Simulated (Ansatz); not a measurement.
In:

```
In
1.0
    -1.62547    1.62547    2.47370
     1.62547   -1.62547    2.47370
     1.62547    1.62547   -2.47370
In
1
Direct
  0.00000 0.00000 0.00000
```

| Property | Result |
| --- | --- |
| Program | Ansatz 0.2.0 |
| Task | relaxation of cell and atoms |
| Functional | revPBE |
| Potentials or basis | Ansatz PAW |
| Cutoff | 420 eV (not typed: the program's choice for these potentials) |
| k mesh | 11 × 11 × 11 |
| Occupations | fermi-dirac, width 0.05 eV |
| Spin | no spin polarisation |

At the start: volume 26.14 Å³/atom.

**Question.** How do energy, volume and symmetry change on relaxing?

**Answer.** It ends after 5 steps and the volume is 28.41 Å³/atom (+8.7 %); space group I4/mmm (No. 139, to 0.05 Å).

Step by step:
| step | energy change (eV) | largest force (eV/Å) | volume (Å³) |
| --- | --- | --- | --- |
| 1 | 0.0000 | 0.0000 | 26.14 |
| 2 | -0.0206 | 0.0000 | 28.04 |
| 3 | -0.0210 | 0.0000 | 28.36 |
| 4 | -0.0210 | 0.0000 | 28.41 |
| 5 | -0.0215 | 0.0000 | 28.41 |

Final structure:
```xyz
1
Lattice="-1.6768 1.6768 2.5265 1.6768 -1.6768 2.5265 1.6768 1.6768 -2.5265" Properties=species:S:1:pos:R:3 pbc="T T T"
In    0.0000    0.0000    0.0000
```

Caveat: the plane-wave basis is chosen anew once the cell has moved, so the energies of steps on either side of that aren't comparable; the PAW data sets come from PBE, with cores solved anew for the run's functional, which leaves a small shift of forces and pressure.
